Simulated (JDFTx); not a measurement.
# HfC (Fm-3m) in JDFTx: reference runs

Reference runs on HfC: the cell as given and a disturbed copy.

Program: JDFTx 1.7.0 (patched build). These are calculated values, not measurements. Logs are shortened: lines on timing, memory, paths and dates and some standing lists are left out, and cuts for length are marked. The log counts tension as positive stress, the text compression.

## Step 1: Starting point

Symmetry: Fm-3m, No. 225, cubic system. Conventional cell: a = 4.650 Å, b = 4.650 Å, c = 4.650 Å, α = 90.00°, β = 90.00°, γ = 90.00°. Hf (site symmetry m-3m) is surrounded by 6 C at 2.33 Å. C (site symmetry m-3m) is surrounded by 6 Hf at 2.33 Å.

## Step 2: Single point, PBEsol

The input, HfC.in:

```
lattice \
    0.0000000000     4.3936132398     4.3936132398 \
    4.3936132398     0.0000000000     4.3936132398 \
    4.3936132398     4.3936132398     0.0000000000
coords-type Lattice
ion Hf     0.5000000000     0.5000000000     0.5000000000 1
ion C      0.0000000000     0.0000000000     0.0000000000 1

ion-species pseudo/Hf.upf
ion-species pseudo/C.upf
elec-cutoff 41 328
elec-ex-corr gga-PBEsol
kpoint-folding 10 10 10
elec-smearing Fermi 0.0018374661
elec-n-bands 14
electronic-SCF nIterations 100 energyDiffThreshold 1e-09
electronic-minimize nIterations 30 energyDiffThreshold 1e-7
converge-empty-states yes
forces-output-coords Cartesian

dump-name run.$VAR
dump End Ecomponents EigStats BandEigs Kpoints Forces Stress
```

Potentials or basis: PseudoDojo-SR-PBEsol-0.4.1-standard with smoothed tails.

Started as:

```sh
> jdftx -c 1 -i HfC.in -o HfC.out
```

The program printed:

```text
*************** JDFTx 1.7.0 (patched build) ***************

[... 9 lines left out ...]
---------- Initializing the Grid ----------
R =
[            0      4.39361      4.39361  ]
[      4.39361            0      4.39361  ]
[      4.39361      4.39361            0  ]
unit cell volume = 169.627
G =
[  -0.715036   0.715036   0.715036  ]
[   0.715036  -0.715036   0.715036  ]
[   0.715036   0.715036  -0.715036  ]
Minimum fftbox size, Smin = [  52  52  52  ]
Chosen fftbox size, S = [  54  54  54  ]

---------- Initializing tighter grid for wavefunction operations ----------
R =
[            0      4.39361      4.39361  ]
[      4.39361            0      4.39361  ]
[      4.39361      4.39361            0  ]
unit cell volume = 169.627
G =
[  -0.715036   0.715036   0.715036  ]
[   0.715036  -0.715036   0.715036  ]
[   0.715036   0.715036  -0.715036  ]
Minimum fftbox size, Smin = [  36  36  36  ]
Chosen fftbox size, S = [  36  36  36  ]

---------- Exchange Correlation functional ----------
Initalized PBEsol GGA exchange.
Initalized PBEsol GGA correlation.

---------- Setting up pseudopotentials ----------
Width of ionic core gaussian charges (only for fluid interactions / plotting) set to 0

Reading pseudopotential file 'pseudo/Hf.upf':
  'Hf' pseudopotential, 'PBESOL' functional
  Generated using ONCVPSP code by D. R. Hamann
  12 valence electrons, 4 orbitals, 8 projectors, 1001 radial grid points, with lMax = 3
    5S    l: 0   occupation:  2.0   eigenvalue: -2.463722
    5P    l: 1   occupation:  6.0   eigenvalue: -1.307898
    5D    l: 2   occupation:  2.0   eigenvalue: -0.099752
    6S    l: 0   occupation:  2.0   eigenvalue: -0.188562
  Core radius for overlap checks: 2.38 bohrs.

Reading pseudopotential file 'pseudo/C.upf':
  'C' pseudopotential, 'PBESOL' functional
  Generated using ONCVPSP code by D. R. Hamann
  4 valence electrons, 2 orbitals, 4 projectors, 1001 radial grid points, with lMax = 1
    2S    l: 0   occupation:  2.0   eigenvalue: -0.501565
    2P    l: 1   occupation:  2.0   eigenvalue: -0.192331
  Core radius for overlap checks: 1.21 bohrs.

Initialized 2 species with 2 total atoms.

Folded 1 k-points by 10x10x10 to 1000 k-points.

---------- Setting up k-points, bands, fillings ----------
Reduced to 47 k-points under symmetry.
Computing the number of bands and number of electrons
Calculating initial fillings.
nElectrons:  16.000000   nBands: 14   nStates: 47

----- Setting up reduced wavefunction bases (one per k-point) -----
average nbasis = 2126.595 , ideal nbasis = 2126.989

---------- Setting up ewald sum ----------
Optimum gaussian width for ewald sums = 1.995503 bohr.
Real space sum over 1331 unit cells with max indices [  5  5  5  ]
Reciprocal space sum over 2197 terms with max indices [  6  6  6  ]

---------- Allocating electronic variables ----------
Initializing wave functions:  linear combination of atomic orbitals
Hf pseudo-atom occupations:   s ( 2 2 )  p ( 6 )  d ( 2 )
C pseudo-atom occupations:   s ( 2 )  p ( 2 )
	FillingsUpdate:  mu: +0.606862211  nElectrons: 16.000000
LCAOMinimize: Iter:   0  F: -55.7169152270755390  |grad|_K:  1.018e-02  alpha:  1.000e+00
	FillingsUpdate:  mu: +0.571509828  nElectrons: 16.000000
LCAOMinimize: Iter:   1  F: -55.8901435185468713  |grad|_K:  9.575e-04  alpha:  3.313e-01  linmin:  3.629e-01  cgtest: -9.476e-01
LCAOMinimize: 	Bad step direction: g.d > 0.
[... 11 lines of inner loops ...]
LCAOMinimize: Iter:   5  F: -55.8915907247017998  |grad|_K:  6.921e-07  alpha:  3.279e-01  linmin: -2.140e-04  cgtest: -1.695e-03
	FillingsUpdate:  mu: +0.580610330  nElectrons: 16.000000
LCAOMinimize: Iter:   6  F: -55.8915907269554992  |grad|_K:  3.093e-09  alpha:  8.903e-01  linmin:  5.287e-02  cgtest: -1.706e-01
LCAOMinimize: Converged (|Delta F|<1.000000e-06 for 2 iters).

-------- Electronic minimization -----------
Will mix electronic density at each iteration.
	FillingsUpdate:  mu: +0.580610330  nElectrons: 16.000000
	FillingsUpdate:  mu: +0.568952896  nElectrons: 16.000000
SCF: Cycle:  0   F: -55.923832129542042   dF: -3.224e-02   |Residual|: 4.374e-02   |deigs|: 2.087e-02
	FillingsUpdate:  mu: +0.563263053  nElectrons: 16.000000
SCF: Cycle:  1   F: -55.925394366069682   dF: -1.562e-03   |Residual|: 1.611e-02   |deigs|: 5.943e-03
	FillingsUpdate:  mu: +0.563014817  nElectrons: 16.000000
SCF: Cycle:  2   F: -55.925493293499073   dF: -9.893e-05   |Residual|: 7.743e-03   |deigs|: 2.733e-03
	FillingsUpdate:  mu: +0.562289856  nElectrons: 16.000000
SCF: Cycle:  3   F: -55.925505539661962   dF: -1.225e-05   |Residual|: 1.196e-03   |deigs|: 1.498e-03
	FillingsUpdate:  mu: +0.562479807  nElectrons: 16.000000
SCF: Cycle:  4   F: -55.925506232629914   dF: -6.930e-07   |Residual|: 4.930e-04   |deigs|: 2.885e-04
	FillingsUpdate:  mu: +0.562413182  nElectrons: 16.000000
SCF: Cycle:  5   F: -55.925506447975742   dF: -2.153e-07   |Residual|: 7.383e-05   |deigs|: 8.032e-05
	FillingsUpdate:  mu: +0.562407580  nElectrons: 16.000000
SCF: Cycle:  6   F: -55.925506458077493   dF: -1.010e-08   |Residual|: 4.177e-05   |deigs|: 3.382e-05
	FillingsUpdate:  mu: +0.562413067  nElectrons: 16.000000
SCF: Cycle:  7   F: -55.925506461383719   dF: -3.306e-09   |Residual|: 7.856e-06   |deigs|: 2.385e-05
	FillingsUpdate:  mu: +0.562414645  nElectrons: 16.000000
SCF: Cycle:  8   F: -55.925506461804233   dF: -4.205e-10   |Residual|: 8.353e-06   |deigs|: 2.311e-05
	FillingsUpdate:  mu: +0.562413555  nElectrons: 16.000000
SCF: Cycle:  9   F: -55.925506461980824   dF: -1.766e-10   |Residual|: 2.536e-06   |deigs|: 2.098e-05
SCF: Converged (|Delta E|<1.000000e-09 for 2 iters).

Setting wave functions to eigenvectors of Hamiltonian
Converging empty states (this may take a while): |deigs|: 1.553e-04

# Stress tensor in Cartesian coordinates [Eh/a0^3]:
[  0.000211191            0            0  ]
[            0  0.000211191            0  ]
[            0            0  0.000211191  ]

# Ionic positions in lattice coordinates:
ion Hf   0.500000000000000   0.500000000000000   0.500000000000000 1
ion C   0.000000000000000   0.000000000000000   0.000000000000000 1

# Forces in Cartesian coordinates:
force Hf   0.000000000000000  -0.000000000000000   0.000000000000000 1
force C   0.000000000000000  -0.000000000000000   0.000000000000000 1

# Energy components:
   Eewald =      -47.6937911381632560
       EH =        6.5633891944891420
     Eloc =      -25.9334696101099915
      Enl =        2.4234053914223006
      Exc =      -16.3048791780127225
 Exc_core =        6.5348089967070795
       KE =       18.4851319000242853
-------------------------------------
     Etot =      -55.9254044436431599
       TS =        0.0001020183376636
-------------------------------------
        F =      -55.9255064619808238

IonicMinimize: Iter:   0  F: -55.925506461980824  |grad|_K:  5.689e-42
IonicMinimize: Converged (|grad|_K<1.000000e-04).

#--- Lowdin population analysis ---
# oxidation-state Hf +0.718
# oxidation-state C -0.682

Dumping 'run.eigStats' ...
	eMin: -1.681756 at state 0 ( [ +0.000000 +0.000000 +0.000000 ] spin 0 )
	HOMO: +0.562200 at state 1 ( [ +0.000000 +0.000000 +0.100000 ] spin 0 )
	mu  : +0.562413
	LUMO: +0.567089 at state 6 ( [ +0.000000 +0.100000 +0.100000 ] spin 0 )
	eMax: +1.045070 at state 45 ( [ +0.200000 +0.400000 -0.300000 ] spin 0 )
	HOMO-LUMO gap: +0.004889
	Optical gap  : +0.024726 at state 28 ( [ +0.000000 +0.400000 +0.500000 ] spin 0 )
Done!
[note: the HOMO, LUMO and gaps printed at the end count levels as full or empty at half filling, so they show a gap where a level is partly filled]
```

It took 32 s on 1 thread of Intel Xeon 6975P-C (Granite Rapids), shared host; peak memory 0.13 GiB.

Results:

```
Free energy            : -1521.8106 eV
Pressure               : -6.2 GPa
Band gap on the k mesh : none (metal or under the smearing width)
Loewdin charges        : Hf +0.72; C -0.68 e
```

## Step 3: Single point, PBEsol (atoms moved at random, drawn with an rms of 0.05 Å)

HfC.in, as its differences from that of step 2:

```diff
@@ -5,4 +5,4 @@
 coords-type Lattice
-ion Hf     0.5000000000     0.5000000000     0.5000000000 1
-ion C      0.0000000000     0.0000000000     0.0000000000 1
+ion Hf     0.4887240000     0.5083250000     0.4884190000 1
+ion C     -0.0098520000     0.0191000000    -0.0063350000 1
```

Potentials or basis: PseudoDojo-SR-PBEsol-0.4.1-standard with smoothed tails.

Started as:

```sh
> jdftx -c 1 -i HfC.in -o HfC.out
```

Run time: 5.2 min. Hardware: 1 thread of Intel Xeon 6975P-C (Granite Rapids), shared host; peak memory 0.94 GiB.

It converged, with:

| Property | Result |
| --- | --- |
| Free energy | -1521.8015 eV |
| Pressure | -6.0 GPa |
| Largest force | 0.361 eV/Å |
| Band gap on the k mesh | none (metal or under the smearing width) |
| Loewdin charges | Hf +0.72; C -0.68 e |

Forces in eV/Å, atoms in the order of the input:
```
Hf   0.272  0.114  0.208
C   -0.272 -0.114 -0.208
```

Stress tensor (GPa, compression positive):
```
-5.82 -0.09 -0.16
-0.09 -6.13 -0.07
-0.16 -0.07 -5.98
```

Levels at points of the mesh, in eV from the Fermi level:
```tsv
k point	band 4	band 5	band 6	band 7	band 8	band 9	band 10	band 11
(0.00, 0.00, 0.00)	-29.53	-12.34	0.77	0.84	0.92	1.32	1.44	1.53
(0.00, 0.00, 0.50)	-29.60	-8.54	-6.23	-3.05	-3.04	5.23	5.24	5.70
(0.00, 0.50, 0.00)	-29.60	-8.54	-6.23	-3.05	-3.05	5.24	5.24	5.70
(0.00, 0.50, 0.50)	-29.77	-10.42	-2.65	-1.90	-0.13	-0.10	5.26	6.68
(0.50, 0.00, 0.00)	-29.60	-8.54	-6.23	-3.05	-3.04	5.23	5.24	5.70
(0.50, 0.00, 0.50)	-29.77	-10.43	-2.65	-1.92	-0.13	-0.07	5.26	6.68
(0.50, 0.50, 0.00)	-29.77	-10.43	-2.65	-1.91	-0.13	-0.08	5.26	6.68
(0.50, 0.50, 0.50)	-29.60	-8.55	-6.22	-3.06	-3.06	5.24	5.25	5.70
```
